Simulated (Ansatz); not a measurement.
**In3As: a listed cell, distorted in several ways**

Aim: see how energy, forces, stress and gap of In3As answer to further strains and shifts, distortions that keep the symmetry, other functionals. Nothing is relaxed unless a step says so.

Method: DFT PBEsol, scalar-relativistic, plane waves, PAW, unless a step's input says otherwise, in Ansatz 0.2.0.

## (1) The system as given

The structure is cubic, space group Pm-3m (No. 221). Conventional cell: a = 4.672 Å, b = 4.672 Å, c = 4.672 Å, α = 90.00°, β = 90.00°, γ = 90.00°. In (site symmetry 4/mmm) has 8 In at 3.30 Å and 4 As at 3.30 Å as nearest neighbours. Around As (site symmetry m-3m) lie 12 In at 3.30 Å.

Coordinates:

```cif
data_structure
_symmetry_space_group_name_H-M 'P 1'
_symmetry_Int_Tables_number 1
_cell_length_a 4.6717
_cell_length_b 4.6717
_cell_length_c 4.6717
_cell_angle_alpha 90.000
_cell_angle_beta 90.000
_cell_angle_gamma 90.000
_cell_volume 101.96
loop_
_atom_site_label
_atom_site_type_symbol
_atom_site_fract_x
_atom_site_fract_y
_atom_site_fract_z
_atom_site_occupancy
In1 In 0.00000 0.50000 0.50000 1
In2 In 0.50000 0.00000 0.50000 1
In3 In 0.50000 0.50000 0.00000 1
As1 As 0.00000 0.00000 0.00000 1
```

The structure comes from the Materials Project (structure only).

## (2) A distortion that keeps the symmetry

The change: strain xx, yy, zz, yz, xz, xy = -1.5, -1.5, -1.5, +0.0, +0.0, +0.0 %.

Input file input.yaml:

```yaml
crystal:
  lattice:
    - [4.6031474397, 0.0, 0.0]
    - [0.0, 4.6031474397, 0.0]
    - [0.0, 0.0, 4.6031474397]
  atoms:
    - { symbol: In, position: [0.0, 0.5, 0.5] }
    - { symbol: In, position: [0.5, 0.0, 0.5] }
    - { symbol: In, position: [0.5, 0.5, 0.0] }
    - { symbol: As, position: [0.0, 0.0, 0.0] }
basis:
  ecutwfc: 420
kpoints:
  mp_grid: { grid: [10, 10, 10] }
hamiltonian:
  xc: pbesol
scf:
  occupations: { method: gaussian, width: 0.1 }
output:
  forces: true
  stress: true
  eigenvalues: true
```

On the command line:

```console
$ ansatz run input.yaml --threads 1 --pin off --max-ram 1331MiB --backend cpu --events-out ev --progress --plain --runs-dir out
```

What it wrote (excerpt; [...] marks lines left out):

```text
Warning: RAYON_NUM_THREADS=1 ignored (pool sized by the plan → 1); use --threads N
[...]
Pseudopotentials: kind: paw
Pseudopotential: In, paw, valence charge 13, recommended cutoff 420 eV (normal), In.paw.azcp
Pseudopotential: As, paw, valence charge 15, recommended cutoff 420 eV (normal), As.paw.azcp
Functional definition: PBEsol
[...]
Crystal: 4 atoms, lattice volume = 97.536 Å³
Basis set: ecut = 420 eV, 1935 PW (Γ), exchange–correlation on 64×64×64 points (8 copies of the dense FFT grid, shifted against one another)
Bands: 33, of which v1, the nominal top of the filled ones, is band 27 counted from 1 (26 counted from 0)
Symmetry: 48 space group operations
Space group: Pm-3m (ITA 221), of the structure as read, at distance tolerance 4.6e-5 Å
k-points: 56 of 1000
[...]
SCF iter   1: F=—  HF=-21388.940402 eV  |F-HF|=—  |Δ(HF+E_count)|=         —  Δρ=3.49e-3  dr2=2.04e-2  ethr=1.77e-3  ⟨swp⟩=7.0  Hψ=7703  notcnv=0  defer=3
[...]
SCF iter   8: F=-21388.929891 eV  HF=-21388.929891 eV  |F-HF|=3.88e-9  |Δ(HF+E_count)|=   1.21e-7  Δρ=2.19e-6  dr2=6.71e-9  ethr=1.85e-10  ⟨swp⟩=8.0  Hψ=7626  notcnv=0
[...]
SCF converged after 8 iterations
Free energy (F): -21388.929891 eV
[...]
E sigma→0 (E₀):  -21388.923005 eV
Entropy (-TS):   -0.013773 eV (-3.443 meV/atom)
Fermi energy:    10.341657 eV
[...]
--- Forces (eV/Å), atoms counted from 1 ---
  atom   1  In     0.00000000     0.00000000    -0.00000000
  atom   2  In     0.00000000    -0.00000000     0.00000000
  atom   3  In    -0.00000000     0.00000000    -0.00000000
  atom   4  As    -0.00000000     0.00000000    -0.00000000
[...]
--- Stress (GPa, compression-positive) ---
       -0.833167       0.000000       0.000000
        0.000000      -0.833167       0.000000
        0.000000       0.000000      -0.833167
  P = ⅓ Tr σ = -0.8332 GPa (-8.332 kbar)
--- Band table (eV; the first three rows and the last of 56) ---
[...]
```

It took 17 s on 1 thread of an Arm CPU, shared host; peak memory 0.42 GiB.

## (3) Functional and cell changed: r2SCAN

What differs from the listed cell: strain xx, yy, zz, yz, xz, xy = +1.7, +1.7, +1.7, +0.0, +0.0, +0.0 %.

Input file input.yaml:

```yaml
crystal:
  lattice:
    - [4.7528748158, 0.0, 0.0]
    - [0.0, 4.7528748158, 0.0]
    - [0.0, 0.0, 4.7528748158]
  atoms:
    - { symbol: In, position: [0.0, 0.5, 0.5] }
    - { symbol: In, position: [0.5, 0.0, 0.5] }
    - { symbol: In, position: [0.5, 0.5, 0.0] }
    - { symbol: As, position: [0.0, 0.0, 0.0] }
basis:
  ecutwfc: 500
kpoints:
  mp_grid: { grid: [10, 10, 10] }
hamiltonian:
  xc: r2scan
scf:
  occupations: { method: gaussian, width: 0.1 }
output:
  forces: true
  stress: true
  eigenvalues: true
  write_density: true
  write_potential: true
  elf: true
  volumetric_format: npy
```

On the command line:

```console
$ ansatz run input.yaml --threads 1 --pin off --max-ram 1331MiB --backend cpu --events-out ev --progress --plain --runs-dir out
```

What it wrote (excerpt; [...] marks lines left out):

```text
Warning: RAYON_NUM_THREADS=1 ignored (pool sized by the plan → 1); use --threads N
[...]
[... 1 set-up line as earlier in the session ...]
Pseudopotential: In, paw, valence charge 13, recommended cutoff 500 eV (meta_gga), In.paw.azcp
Pseudopotential: As, paw, valence charge 15, recommended cutoff 500 eV (meta_gga), As.paw.azcp
Functional definition: r2SCAN
[...]
Crystal: 4 atoms, lattice volume = 107.367 Å³
Basis set: ecut = 500 eV, 2777 PW (Γ), exchange–correlation on 144×144×144 points (64 copies of the dense FFT grid, shifted against one another)
Bands: 33, of which v1, the nominal top of the filled ones, is band 27 counted from 1 (26 counted from 0)
[... 1 set-up line as earlier in the session ...]
Space group: Pm-3m (ITA 221), of the structure as read, at distance tolerance 4.8e-5 Å
k-points: 56 of 1000
[...]
SCF iter   1: F=—  HF=-21699.546109 eV  |F-HF|=—  |Δ(HF+E_count)|=         —  Δρ=7.10e-3  dr2=5.02e-2  dr2_τ=1.57e-3  ethr=1.77e-3  ⟨swp⟩=7.0  Hψ=7988  notcnv=0  defer=3
[...]
SCF iter   8: F=-21699.546858 eV  HF=-21699.546858 eV  |F-HF|=2.10e-8  |Δ(HF+E_count)|=   4.21e-7  Δρ=6.48e-6  dr2=4.17e-8  dr2_τ=7.85e-10  ethr=1.85e-10  ⟨swp⟩=11.6  Hψ=13320  notcnv=0
[...]
SCF converged after 8 iterations
Free energy (F): -21699.546858 eV
[...]
E sigma→0 (E₀):  -21699.540672 eV
Entropy (-TS):   -0.012372 eV (-3.093 meV/atom)
Fermi energy:    9.046574 eV
[...]
--- Forces (eV/Å), atoms counted from 1 ---
  atom   1  In     0.00000000     0.00000000     0.00000000
  atom   2  In     0.00000000    -0.00000000     0.00000000
  atom   3  In     0.00000000    -0.00000000     0.00000000
  atom   4  As    -0.00000000    -0.00000000     0.00000000
[...]
--- Stress (GPa, compression-positive) ---
       -2.955642      -0.000000       0.000000
        0.000000      -2.955642       0.000000
        0.000000       0.000000      -2.955642
  P = ⅓ Tr σ = -2.9556 GPa (-29.556 kbar)
--- Band table (eV; the first three rows and the last of 56) ---
[...]
```

It took 58 s on 1 thread of an Arm CPU, shared host; peak memory 0.64 GiB.

Density in a lattice plane of the grid's cell (edges 4.75 and 4.75 Å, at 0.000 of the third edge), which holds In and As.

Ten even steps from ' ' (0.04 e/Å³) to '@' (33.84 e/Å³):
```
**++::                                      ::++
::..                                          ..
                                                
                                                
                                                
                                                
                                                
                      ......                    
                    ..::--::..                  
                    ::------::                  
                    ..::--::..                  
                      ......                    
                                                
                                                
                                                
                                                
                                                
::..                                          ..
**++::                                      ::++
@@##--                                      --##
```
Columns run along the first of these edges and rows up along the second, over one cell in 24 and 20 even steps from the bottom left corner. Atoms in the plane (fractional): In at (0.50, 0.50), As at (0.00, 0.00).

ELF in the same plane.

Ten even steps from '0' (0.00) to '9' (0.67):
```
335899974210001247999853
567999964211111246999976
899999753222222235799999
999997543333333334579999
999875433333333333457899
776543333334443333334567
443333333443334433333334
111223334321112343332211
011123334200000243332111
001123344200000244332110
011123334200000243332111
111223334321112343332211
443333333443334433333334
776543333334443333334567
999875433333333333457899
999997543333333334579999
899999753222222235799999
567999964211111246999976
335899974210001247999853
634799985210001258999743
```
Columns run along the first of these edges and rows up along the second, over one cell in 24 and 20 even steps from the bottom left corner. Atoms in the plane (fractional): In at (0.50, 0.50), As at (0.00, 0.00).

Both are smooth fields of the valence electrons: close to the nuclei they are not physical.

The highest ELF values outside the cores: 0.67 in the shell around As, 0.9 Å from As.

## (4) A distortion of lower symmetry

What differs from the listed cell: strain xx, yy, zz, yz, xz, xy = +2.1, +5.1, +2.1, -0.2, -0.4, -0.2 %; atoms moved by 0.15 Å root mean square, at most 0.24 Å.

Input file input.yaml:

```yaml
crystal:
  lattice:
    - [4.769552717, -0.0109317335, -0.0205553964]
    - [-0.0109317335, 4.909703147, -0.0109317335]
    - [-0.0205553964, -0.0109317335, 4.769552717]
  atoms:
    - { symbol: In, position: [0.0128880059, 0.5157536921, 0.4889439373] }
    - { symbol: In, position: [0.4631410424, 0.0, 0.5368589576] }
    - { symbol: In, position: [0.5110560627, 0.4842463079, -0.0128880059] }
    - { symbol: As, position: [0.0129148889, 0.0, -0.0129148889] }
basis:
  ecutwfc: 420
kpoints:
  mp_grid: { grid: [8, 8, 8] }
hamiltonian:
  xc: pbesol
scf:
  occupations: { method: gaussian, width: 0.1 }
output:
  forces: true
  stress: true
  eigenvalues: true
  populations: true
```

On the command line:

```console
$ ansatz run input.yaml --threads 1 --pin off --max-ram 1331MiB --backend cpu --events-out ev --progress --plain --runs-dir out
```

What it wrote (excerpt; [...] marks lines left out):

```text
Warning: RAYON_NUM_THREADS=1 ignored (pool sized by the plan → 1); use --threads N
[...]
[... 4 set-up lines as earlier in the session ...]
[...]
Crystal: 4 atoms, lattice volume = 111.686 Å³
Basis set: ecut = 420 eV, 2165 PW (Γ), exchange–correlation on 64×72×64 points (8 copies of the dense FFT grid, shifted against one another)
Bands: 33, of which v1, the nominal top of the filled ones, is band 27 counted from 1 (26 counted from 0)
Symmetry: 2 space group operations
Space group: C2 (ITA 5), of the structure as read, at distance tolerance 4.8e-5 Å
k-points: 150 of 512 (time reversal used)
[...]
SCF converged after 8 iterations
Free energy (F): -21388.623821 eV
[...]
E sigma→0 (E₀):  -21388.619352 eV
Entropy (-TS):   -0.008940 eV (-2.235 meV/atom)
Fermi energy:    8.425585 eV
[...]
--- Forces (eV/Å), atoms counted from 1 ---
  atom   1  In    -0.22965384    -0.00144741    -0.10098400
  atom   2  In     0.10656085     0.00000000    -0.10656085
  atom   3  In     0.10098400     0.00144741     0.22965384
  atom   4  As     0.02211190     0.00000000    -0.02211190
[...]
--- Stress (GPa, compression-positive) ---
       -4.887946       0.226118      -0.256790
        0.226118      -4.883297       0.226118
       -0.256790       0.226118      -4.887946
  P = ⅓ Tr σ = -4.8864 GPa (-48.864 kbar)
--- Band table (eV; the first three rows and the last of 150) ---
[...]
--- Löwdin populations: 4 sites ---
  site symbol       q [e]
     0     In     12.9296
     1     In     12.9349
     2     In     12.9296
     3     As     15.1160
  spilling = 0.001666 (of n_electrons = 54.000000)
```

It took 1.8 min on 1 thread of an Arm CPU, shared host; peak memory 0.6 GiB.

Per atom:

```tsv
atom	Löwdin electrons
In1	12.93
In2	12.93
In3	12.93
As4	15.12
```

Sizes of the forces (eV/Å): In1 0.25, In2 0.15, In3 0.25, As4 0.03.

## (5) A distortion that keeps the symmetry

Against the listed cell: strain xx, yy, zz, yz, xz, xy = +5.0, +5.0, +5.0, +0.0, +0.0, +0.0 %.

Input file input.yaml:

```yaml
crystal:
  lattice:
    - [4.9035832448, 0.0, 0.0]
    - [0.0, 4.9035832448, 0.0]
    - [0.0, 0.0, 4.9035832448]
  atoms:
    - { symbol: In, position: [0.0, 0.5, 0.5] }
    - { symbol: In, position: [0.5, 0.0, 0.5] }
    - { symbol: In, position: [0.5, 0.5, 0.0] }
    - { symbol: As, position: [0.0, 0.0, 0.0] }
basis:
  ecutwfc: 420
kpoints:
  mp_grid: { grid: [10, 10, 10] }
hamiltonian:
  xc: pbesol
scf:
  occupations: { method: gaussian, width: 0.1 }
output:
  forces: true
  stress: true
  eigenvalues: true
```

On the command line:

```console
$ ansatz run input.yaml --threads 1 --pin off --max-ram 1331MiB --backend cpu --events-out ev --progress --plain --runs-dir out
```

What it wrote (excerpt; [...] marks lines left out):

```text
Warning: RAYON_NUM_THREADS=1 ignored (pool sized by the plan → 1); use --threads N
[...]
[... 4 set-up lines as earlier in the session ...]
[...]
Crystal: 4 atoms, lattice volume = 117.907 Å³
Basis set: ecut = 420 eV, 2325 PW (Γ), exchange–correlation on 72×72×72 points (8 copies of the dense FFT grid, shifted against one another)
Bands: 33, of which v1, the nominal top of the filled ones, is band 27 counted from 1 (26 counted from 0)
[... 1 set-up line as earlier in the session ...]
Space group: Pm-3m (ITA 221), of the structure as read, at distance tolerance 4.9e-5 Å
k-points: 56 of 1000
[...]
SCF iter   1: F=—  HF=-21388.417475 eV  |F-HF|=—  |Δ(HF+E_count)|=         —  Δρ=3.22e-3  dr2=3.23e-2  ethr=1.77e-3  ⟨swp⟩=7.0  Hψ=7593  notcnv=0  defer=2
[...]
SCF iter   8: F=-21388.406399 eV  HF=-21388.406399 eV  |F-HF|=2.91e-10  |Δ(HF+E_count)|=   1.05e-7  Δρ=2.00e-6  dr2=6.03e-9  ethr=1.85e-10  ⟨swp⟩=8.2  Hψ=7687  notcnv=0
[...]
SCF converged after 8 iterations
Free energy (F): -21388.406399 eV
[...]
E sigma→0 (E₀):  -21388.400262 eV
Entropy (-TS):   -0.012274 eV (-3.069 meV/atom)
Fermi energy:    7.699002 eV
[...]
--- Forces (eV/Å), atoms counted from 1 ---
  atom   1  In     0.00000000     0.00000000     0.00000000
  atom   2  In     0.00000000    -0.00000000    -0.00000000
  atom   3  In     0.00000000     0.00000000     0.00000000
  atom   4  As    -0.00000000     0.00000000     0.00000000
[...]
--- Stress (GPa, compression-positive) ---
       -6.277385      -0.000000       0.000000
       -0.000000      -6.277385      -0.000000
        0.000000      -0.000000      -6.277385
  P = ⅓ Tr σ = -6.2774 GPa (-62.774 kbar)
--- Band table (eV; the first three rows and the last of 56) ---
[...]
```

Run time: 19 s. Hardware: 1 thread of an Arm CPU, shared host; peak memory 0.46 GiB.

## (6) A run with other settings

Changes to input.yaml since step 5:

```diff
@@ -17,6 +17,7 @@
 scf:
-  occupations: { method: gaussian, width: 0.1 }
+  occupations: { method: fixed }
+  max_iter: 80
 output:
   forces: true
+  eigenvalues: true
   stress: true
-  eigenvalues: true
```

On the command line:

```console
$ ansatz run input.yaml --threads 1 --pin off --max-ram 1331MiB --backend cpu --events-out ev --progress --plain --runs-dir out
```

What it wrote (excerpt; [...] marks lines left out):

```text
Warning: RAYON_NUM_THREADS=1 ignored (pool sized by the plan → 1); use --threads N
[...]
[... 4 set-up lines as earlier in the session ...]
[...]
Crystal: 4 atoms, lattice volume = 117.907 Å³
Basis set: ecut = 420 eV, 2325 PW (Γ), exchange–correlation on 72×72×72 points (8 copies of the dense FFT grid, shifted against one another)
Bands: 33, of which v1, the nominal top of the filled ones, is band 27 counted from 1 (26 counted from 0)
[... 2 set-up lines as earlier in the session ...]
k-points: 56 of 1000
[...]
SCF iter   1: F=—  HF=-21388.136500 eV  |F-HF|=—  |Δ(HF+E_count)|=         —  Δρ=2.35e-3  dr2=8.53e-3  ethr=1.77e-3  ⟨swp⟩=4.9  Hψ=6205  notcnv=0  defer=217
[...]
SCF iter   7: F=-21388.130322 eV  HF=-21388.130322 eV  |F-HF|=6.36e-8  |Δ(HF+E_count)|=   1.16e-8  Δρ=7.54e-6  dr2=5.60e-8  ethr=1.85e-10  ⟨swp⟩=10.0  Hψ=9292  notcnv=0
WARN: a fill by count may have filled part of one level: at k-index 20 the highest filled band, 8.032459 eV, and the lowest empty band, 8.032459 eV, stand 8.882e-15 eV apart, within the solve's uncertainty, 3.162e-4 eV. If they are one level, whatever splits it, however little, can move [...]
SCF converged after 7 iterations
Free energy (F): -21388.130322 eV
[...]
E sigma→0 (E₀):  -21388.130322 eV
Fermi energy:    8.091558 eV
[...]
--- Forces (eV/Å), atoms counted from 1 ---
  atom   1  In     0.00000000     0.00000000     0.00000000
  atom   2  In    -0.00000000    -0.00000000    -0.00000000
  atom   3  In     0.00000000    -0.00000000     0.00000000
  atom   4  As     0.00000000     0.00000000    -0.00000000
[...]
--- Stress (GPa, compression-positive) ---
       -5.757183      -0.000000       0.000000
        0.000000      -5.757183       0.000000
        0.000000       0.000000      -5.757183
  P = ⅓ Tr σ = -5.7572 GPa (-57.572 kbar)
--- Band table (eV; the first three rows and the last of 56) ---
[...]
```

Run time: 25 s. Hardware: 1 thread of an Arm CPU, shared host; peak memory 0.44 GiB.

## (7) Checking the result

The program finished normally, with warnings (band overlap at count, metallic iterate, unresolved pair at count). Its log warns: «a fill by count may have filled part of one level: at k-index 20 the highest filled band, 8.032459 eV, and the lowest empty band, 8.032459 eV, stand 8.882e-15 eV apart ...»

Look at the input: scf.occupations.method is fixed; scf.occupations.width is missing. What could go wrong: fixed occupations where they can't hold. It still converged here, which does not make the setting sound.

To undo it: set scf.occupations.method to gaussian and scf.occupations.width to 0.1.

```tsv
run	ending	energy change	pressure (GPa)	gap (eV)	force (eV/Å)	cycles	time
step 5	converged	0	-6.3	0.00	0.00	8	19 s
altered	converged	+67.5 meV/atom (σ→0)	-5.8	0.00	0.00	7	25 s
```

Changing the smearing moves the energy by +67.5 meV/atom (σ→0 values), and the pressure goes from -6.3 to -5.8 GPa. Cost: 7 SCF cycles against 8.

## (8) Summary of results

| step | case | energy (meV/atom) | pressure (GPa) | largest force (eV/Å) | gap on the mesh (eV) |
| --- | --- | --- | --- | --- | --- |
|  | listed cell, run earlier | 0 | -2.7 | 0.00 | 0.00 |
| 2 | a distortion that keeps the symmetry | -12.3 | -0.8 | 0.00 | 0.00 |
| 3 | functional and cell changed: r2SCAN | n/a | -3.0 | 0.00 | 0.00 |
| 4 | a distortion of lower symmetry | +63.6* | -4.9 | 0.25 | 0.00 |
| 5 | a distortion that keeps the symmetry | +118.3 | -6.3 | 0.00 | 0.00 |

Energies are counted from the listed cell, with the smearing taken to zero; a star marks another k mesh, which can shift energies by itself, so starred rows don't rank against the others. Other atoms or functionals have another zero of energy (n/a). A gap of 0.00 means none on the mesh at this level.

The listed cell carries -2.7 GPa and forces up to 0.00 eV/Å at this level, so it is not this functional's equilibrium. Step 2 lies 12.3 meV/atom under the listed cell, so the listed cell is not the lowest arrangement at this level. The costliest is step 5, at 118 meV/atom. Among the distorted cells of the listed formula and level the largest force, 0.25 eV/Å, comes in step 4, shared by 2 atoms. The distorted cells of the listed formula and level show no gap on the mesh.
